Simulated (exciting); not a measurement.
Here is an exciting (release sodium) calculation.

File input.xml:

```xml
<input>
  <title>Ca</title>
  <structure speciespath="./" tshift="false">
    <crystal scale="1">
      <basevect>-4.232986519162 4.232986519162 4.232986519162</basevect>
      <basevect>4.232986519162 -4.232986519162 4.232986519162</basevect>
      <basevect>4.232986519162 4.232986519162 -4.232986519162</basevect>
    </crystal>
    <species speciesfile="Ca.xml" rmt="2.2">
      <atom coord="0.000000000000 0.000000000000 0.000000000000"/>
    </species>
  </structure>
  <groundstate do="fromscratch" ngridk="8 8 8" rgkmax="8.5" gmaxvr="14" lmaxapw="10" lmaxmat="10" lmaxvr="8" xctype="GGA_PBE" stype="Gaussian" swidth="0.00183747" nempty="8" ValenceRelativity="iora*" epsengy="1e-05" epspot="1e-05" maxscl="60" tforce="true" outputlevel="normal"/>
</input>
```

Potentials or basis: all-electron LAPW+lo, shipped species files, valence relativity iora*.

Run with:

```console
$ OMP_NUM_THREADS=1 exciting_smp
```

**Question.** Predict the band gap on the k mesh.

**Answer.** None (metal or under the smearing width).

Caveat: the cell was measured hot, at 740 K.
